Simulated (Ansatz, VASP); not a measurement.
**Al in VASP and in Ansatz**

```
Al
1.0
     2.67026    0.00000    0.00000
    -1.33513    2.31251    0.00000
     0.00000    0.00000    2.67575
Al
1
Direct
  0.00000 0.00000 0.00000
```

Alike in both runs: functional PBE; k mesh 16 × 16 × 15; occupations fermi-dirac, width 0.08 eV; no spin polarisation.

Ansatz relaxed the structure, and its values are those at the end. VASP's run is a single point on that final structure, the one shown.

|  | VASP | Ansatz |
| --- | --- | --- |
| version | VASP 6.6.1 | Ansatz 0.2.0 |
| potentials or method | VASP PAW PBE potentials, release 64 (Al) | PAW with Ansatz's default frozen-core files, scalar-relativistic |
| plane-wave cutoff (eV) | 520 | 420 |
| valence electrons in the cell | 3 | 3 |

```tsv
	VASP	Ansatz	Ansatz less VASP
pressure (GPa)	10.8	10.8	+0.01
```
